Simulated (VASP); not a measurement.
# InSb (F-43m) in VASP: a series of runs, part 2 of 2

VASP 6.6.1.

## 4. Band structure, PBEsol

This run uses another cell than the first one, of 32.53 Å³/atom, 0.938 times its volume.

File INCAR:

```
SYSTEM = InSb
ALGO = Fast
EDIFF = 1E-7
ENCUT = 200
GGA = PS
ISIF = 2
ISMEAR = 0
LASPH = .True.
LCHARG = .False.
LREAL = .False.
LWAVE = .False.
NELM = 100
PREC = Accurate
SIGMA = 0.02
```

File KPOINTS:

```
k-points
0
Gamma
  9 9 9
  0 0 0
```

File POSCAR:

```
InSb                                    
1.0
    0.0000000000      3.1922042161      3.1922042161
    3.1922042161      0.0000000000      3.1922042161
    3.1922042161      3.1922042161     -0.0000000000
  In              Sb            
     1     1
Direct
     0.2500000000000000    0.2500000000000000    0.2500000000000000
     1.0000000000000000    1.0000000000000000    1.0000000000000000
```

File KPOINTS_OPT:

```
path GXWKGLUWLK,UX
20
line-mode
reciprocal
 0.0000000000  0.0000000000  0.0000000000  G
 0.5000000000  0.0000000000  0.5000000000  X

 0.5000000000  0.0000000000  0.5000000000  X
 0.5000000000  0.2500000000  0.7500000000  W

 0.5000000000  0.2500000000  0.7500000000  W
 0.3750000000  0.3750000000  0.7500000000  K

 0.3750000000  0.3750000000  0.7500000000  K
 0.0000000000  0.0000000000  0.0000000000  G

 0.0000000000  0.0000000000  0.0000000000  G
 0.5000000000  0.5000000000  0.5000000000  L

 0.5000000000  0.5000000000  0.5000000000  L
 0.6250000000  0.2500000000  0.6250000000  U

 0.6250000000  0.2500000000  0.6250000000  U
 0.5000000000  0.2500000000  0.7500000000  W

 0.5000000000  0.2500000000  0.7500000000  W
 0.5000000000  0.5000000000  0.5000000000  L

 0.5000000000  0.5000000000  0.5000000000  L
 0.3750000000  0.3750000000  0.7500000000  K

 0.6250000000  0.2500000000  0.6250000000  U
 0.5000000000  0.0000000000  0.5000000000  X
```

Potentials or basis: VASP PAW PBE potentials, release 64 (In_d, Sb).

Command:

```bash
$ cat potpaw_PBE.64/In_d/POTCAR potpaw_PBE.64/Sb/POTCAR > POTCAR
$ mpirun -np 1 vasp_std > vasp.out
```

OUTCAR:

```text
SYSTEM = InSb
   EDIFF = 1E-7
   ENCUT = 200
   GGA = PS
   ISIF = 2
   ISMEAR = 0
   LASPH = .True.
   LREAL = .False.
   NELM = 100
   PREC = Accurate

 ion  position               nearest neighbor table
   1  0.250  0.250  0.250-   2 2.76   2 2.76   2 2.76   2 2.76
   2  0.000  0.000  0.000-   1 2.76   1 2.76   1 2.76   1 2.76

  LATTYP: Found a face centered cubic cell.
 ALAT       =     6.3844084322

  Lattice vectors:

 A1 = (   0.0000000000,   3.1922042161,   3.1922042161)
 A2 = (   3.1922042161,   0.0000000000,   3.1922042161)
 A3 = (   3.1922042161,   3.1922042161,   0.0000000000)

Analysis of symmetry for initial positions (statically):
=====================================================================
 Subroutine PRICEL returns:
 Original cell was already a primitive cell.

 Routine SETGRP: Setting up the symmetry group for a
 face centered cubic supercell.

 Subroutine GETGRP returns: Found 24 space group operations
 (whereof 24 operations were pure point group operations)
 out of a pool of 48 trial point group operations.

The static configuration has the point symmetry T_d .

Analysis of symmetry for dynamics (positions and initial velocities):
=====================================================================
 Subroutine PRICEL returns:
 Original cell was already a primitive cell.

 Routine SETGRP: Setting up the symmetry group for a
 face centered cubic supercell.

 Subroutine GETGRP returns: Found 24 space group operations
 (whereof 24 operations were pure point group operations)
 out of a pool of 48 trial point group operations.

The dynamic configuration has the point symmetry T_d .

 Subroutine INISYM returns: Found 24 space group operations
 (whereof 24 operations are pure point group operations),
 and found     1 'primitive' translations

----------------------------------------------------------------------------------------

                                     Primitive cell

  volume of cell :      65.0582

  direct lattice vectors                    reciprocal lattice vectors
[... 120 lines left out ...]
 Gauss-broadening in eV      SIGMA  =   0.02
  energy-cutoff  :      200.00
  volume of cell :       65.06
 maximum number of plane-waves:       432
 NGX is ok and might be reduce to    24
   NGX = 11   NGY = 11   NGZ = 11

 number of electron      18.0000015 magnetization

 Free energy of the ion-electron system (eV)
  ---------------------------------------------------
  ext. energy  EPLUGINS =         0.00000000
  ---------------------------------------------------
  free energy    TOTEN  =        -7.54459152 eV

  energy without entropy =       -7.54454352  energy(sigma->0) =       -7.54456752

 E-fermi :   5.4488     XC(G=0):  -9.0570

 val. band max:        5.4410121192   @ k =   0.0000   0.0000   0.0000
 cond. band min:       6.0066574924   @ k =   0.4444   0.0000   0.0000
 fundamental gap:      0.5656453731
 Fermi energy:         5.4488056750

 k-point     1 :       0.0000    0.0000    0.0000
  band No.  band energies     occupation
      1      -9.2542      2.00000
      2      -9.2542      2.00000
      3      -9.2542      2.00000
      4      -9.1690      2.00000
      5      -9.1690      2.00000
      6      -5.5982      2.00000
      7       5.4327      1.74463
      8       5.4410      1.41847
      9       5.4410      1.41847
     10       5.4410      1.41843
     11       8.3672      0.00000
     12       8.3672      0.00000
     13       8.3672      0.00000
[... 354 lines left out ...]
  band No.  band energies     occupation
      1      -9.3653      2.00000
      2      -9.2224      2.00000
      3      -9.2224      2.00000
      4      -9.1878      2.00000
      5      -9.1649      2.00000
      6      -3.5756      2.00000
      7      -0.5205      2.00000
      8       3.0581      2.00000
      9       3.0581      2.00000
     10       6.5306      0.00000
     11       6.8514      0.00000
     12      13.5067      0.00000
     13      13.5083      0.00000

 [... further k-points ...]

------------------------ aborting loop because EDIFF is reached ----------------------------------------

  FORCE on cell =-STRESS in cart. coord.  units (eV):
  Direction    XX          YY          ZZ          XY          YZ          ZX
  --------------------------------------------------------------------------------------
  -------------------------------------------------------------------------------------
  Total       -2.1875533     -2.1875533     -2.1875533      0.0000000      0.0000000      0.0000000
  in kB      -53.8725119    -53.8725119    -53.8725119      0.0000000      0.0000000      0.0000000
  external PRESSURE =     -53.8725119 kB  Pullay stress =       0.0000000 kB

 VOLUME and BASIS-vectors are now :
 -----------------------------------------------------------------------------
  energy-cutoff  :      200.00
  volume of cell :       65.06
      direct lattice vectors                 reciprocal lattice vectors
     0.000000000  3.192204216  3.192204216    -0.156631583  0.156631583  0.156631583
     3.192204216  0.000000000  3.192204216     0.156631583 -0.156631583  0.156631583
     3.192204216  3.192204216  0.000000000     0.156631583  0.156631583 -0.156631583

 POSITION                                       TOTAL-FORCE (eV/Angst)
 -----------------------------------------------------------------------------------
      1.59610      1.59610      1.59610        -0.000000     -0.000000     -0.000000
      0.00000      0.00000      0.00000         0.000000      0.000000      0.000000
 -----------------------------------------------------------------------------------
    total drift:                               -0.000004     -0.000004     -0.000004

  FREE ENERGIE OF THE ION-ELECTRON SYSTEM (eV)
  ---------------------------------------------------
  free  energy   TOTEN  =        -7.5445915220 eV

  energy  without entropy=       -7.5445435234  energy(sigma->0) =       -7.54456752
```

OSZICAR:

```text
N       E                     dE             d eps       ncg     rms          rms(c)
DAV:   1     0.715148291225E+02    0.71515E+02   -0.51205E+03   918   0.652E+02
DAV:   2    -0.486167603157E+01   -0.76377E+02   -0.74952E+02  1025   0.216E+02
DAV:   3    -0.768584727530E+01   -0.28242E+01   -0.28199E+01  1140   0.467E+01
DAV:   4    -0.771817968857E+01   -0.32332E-01   -0.32330E-01  1108   0.571E+00
DAV:   5    -0.771879117436E+01   -0.61149E-03   -0.61148E-03  1105   0.607E-01    0.469E+00
RMM:   6    -0.757196928250E+01    0.14682E+00   -0.22310E-01   973   0.508E+00    0.260E+00
RMM:   7    -0.754554592571E+01    0.26423E-01   -0.10311E-01   956   0.265E+00    0.692E-01
RMM:   8    -0.754396380458E+01    0.15821E-02   -0.15439E-02   984   0.140E+00    0.200E-01
RMM:   9    -0.754445756369E+01   -0.49376E-03   -0.37155E-03  1194   0.553E-01    0.223E-01
RMM:  10    -0.754455295785E+01   -0.95394E-04   -0.93088E-04  1195   0.259E-01    0.350E-01
[... 47 further cycles ...]
DAV:   7    -0.304884993868E+04   -0.26129E-05      980
DAV:   8    -0.304884993871E+04   -0.29911E-07      740
       N       E                     dE             ncg
DAV:   1     0.291720105557E+04   -0.98155E+04      658
DAV:   2     0.104540173831E+04   -0.18718E+04      715
DAV:   3     0.976780650231E+03   -0.68621E+02      840
DAV:   4     0.975899850933E+03   -0.88080E+00     1007
DAV:   5     0.975896661086E+03   -0.31898E-02      840
DAV:   6     0.975896558002E+03   -0.10308E-03     1005
DAV:   7     0.975896557603E+03   -0.39838E-06      749
DAV:   8     0.975896557588E+03   -0.14991E-07      610
```

stdout:

```text
POSCAR found type information on POSCAR InSb
 POSCAR found :  2 types and       2 ions
 scaLAPACK will be used
 -----------------------------------------------------------------------------
|                                                                             |
|                                                                             |
|     You enforced a specific xc type in the INCAR file but a different       |
|     I HOPE YOU KNOW WHAT YOU ARE DOING!                                     |
|                                                                             |
 -----------------------------------------------------------------------------

 LDA part: xc-table for (Slater+PW92), standard interpolation
 POSCAR, INCAR and KPOINTS ok, starting setup
 FFT: planning ... GRIDC
 FFT: planning ... GRID_SOFT
 FFT: planning ... GRID
 WAVECAR not read
 entering main loop
 Start KPOINTS_OPT (optional k-point list driver)
k-point batch [1-35\200]
k-point batch [36-70\200]
k-point batch [71-105\200]
k-point batch [106-140\200]
k-point batch [141-175\200]
k-point batch [176-200\200]
```

Run time: 27 s. Hardware: 1 thread of AMD EPYC 9R14 (Zen 4), shared host; peak memory 0.11 GiB.

The run converged, but a check on its numbers failed (symmetry, net force, bounds or a known fault of this set-up), so they aren't taken as properties of the crystal.

Caveat: the cutoff lies under the usual one of these potentials, so the numbers hold a large basis-set error; the PAW data sets were made with another functional, which shifts forces and pressure a little; spin-orbit coupling is left out, which moves the levels of the heavy elements; this crystal is a semiconductor, whose small gap the functional closes, so the metal is an error of the method.

## 5. Comparison with measurements

Step 3. Against the measured gap of InSb, 0.24 eV (quoted in “Electronic Structure and Epitaxy of CdTe Shells on InSb Nanowires”, 2021, arxiv:2111.05126), the calculated 0.00 eV is off by -0.24 eV. Spin-orbit coupling on In, Sb is left out. The value is that of LDA, without temperature or zero-point motion. Semilocal functionals fall short of measured gaps as a rule. The cell is a database's relaxed one, not the measured one, which moves gaps too.
